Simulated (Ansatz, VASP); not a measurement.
Given: the input of a run of Ansatz 0.2.0 on Sb (Antimony). 

Contents of input.yaml:

```yaml
crystal:
  lattice:
    - [2.1542, 1.2437279499, 3.758]
    - [-2.1542, 1.2437279499, 3.758]
    - [0.0, -2.4874558998, 3.758]
  atoms:
    - { symbol: Sb, position: [0.76651, 0.76651, 0.76651] }
    - { symbol: Sb, position: [0.23349, 0.23349, 0.23349] }
kpoints:
  mp_grid: { grid: [8, 8, 8] }
scf:
  occupations: { method: fermi_dirac, width: 0.05 }
hamiltonian:
  xc: pbesol
  pseudopotentials: { kind: all_electron, lapw: { basis_error: 0.001 } }
output:
  forces: true
  stress: true
relax:
  f_tol: 0.005
  max_steps: 60
  cell: {}
```

Potentials or basis: all-electron LAPW, scalar-relativistic.

Launch:

```sh
$ ansatz run input.yaml --threads 1 --pin off --max-ram 3072MiB --backend cpu --events-out ev --progress --plain --runs-dir out
```

**Question.** Translate it to VASP 6.6.1. Potentials or basis there: PBE PAW files Sb, 600 eV.

**Answer.** As run (cutoffs and basis follow the program's own potentials, and thresholds, step limits or extra output files can differ):

The input INCAR:

```
PREC = Accurate
ENCUT = 600
EDIFF = 1E-7
ISMEAR = -1
SIGMA = 0.05
LREAL = False
LASPH = True
NELM = 80
ALGO = Normal
ISIF = 3
LWAVE = False
LCHARG = False
GGA = PS
IBRION = 2
NSW = 60
EDIFFG = -0.02
```

File KPOINTS:

```
Automatic mesh
0
Gamma
  8 8 8
```

Contents of POSCAR:

```
Sb
1.0
    2.1542000000      1.2437279499      3.7580000000
   -2.1542000000      1.2437279499      3.7580000000
    0.0000000000     -2.4874558998      3.7580000000
Sb
2
Direct
    0.7665100000      0.7665100000      0.7665100000
    0.2334900000      0.2334900000      0.2334900000
```

Potentials or basis: VASP PAW PBE potentials, release 64 (Sb).

Launch:

```sh
$ cat potpaw_PBE.64/Sb/POTCAR > POTCAR
$ mpirun -np 1 vasp_std > vasp.out
```

Both were run:

|  | Ansatz | VASP |
| --- | --- | --- |
| Relaxed volume | 29.87 Å³/atom | 29.89 Å³/atom |
| Relaxed cell | a = 4.454 Å, b = 4.454 Å, c = 4.454 Å, α = 58.10°, β = 58.10°, γ = 58.10° | a = 4.454 Å, b = 4.454 Å, c = 4.454 Å, α = 58.11°, β = 58.11°, γ = 58.11° |
| Space group after relaxing | R-3m (No. 166) | R-3m (No. 166) |
| Pressure after relaxing | 0.0 GPa | 0.0 GPa |

VASP's potentials were made for PBE.

Where Ansatz's input types no cutoff or centring, it takes its own default and a Γ-centred mesh.

Pressure is positive in compression.
